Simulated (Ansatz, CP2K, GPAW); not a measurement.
## Ca: programs and potentials compared

```
Ca
1.0
     3.81429    0.00000    0.00000
    -1.28541    3.59117    0.00000
    -1.26444   -1.79558    3.11863
Ca
1
Direct
  0.50000 0.50000 0.00000
```

This isn't the form of Ca at room conditions, which is fcc.

Alike in all runs: task single point; functional LDA; k mesh 9 × 9 × 9; occupations gaussian, width 0.1 eV; no spin polarisation; no spin-orbit coupling. LDA stands for any of its common fits. Pressure is positive in compression and, in plane waves, holds the error of the finite cutoff, which Ansatz's Pulay term estimates and takes out.

```tsv
program and potentials	plane-wave cutoff (eV)	notes	pressure (GPa)
Ansatz, Ansatz PAW	420	potentials made for PBE, which Ansatz adapts in part	-1.90
GPAW, the program's PAW data sets (release 1.2.1) made for this functional	600	-	?
CP2K, GTH_POTENTIALS Ca GTH-PADE-q10; TZVP-MOLOPT-PBE-GTH basis	-	atomic basis	-1.70
```

Task: Estimate from the other rows what the run with GPAW, the program's PAW data sets (release 1.2.1) made for this functional gave.

Result: Pressure -1.83 GPa. The other rows, which needn't bracket it: pressure -1.90 to -1.70.
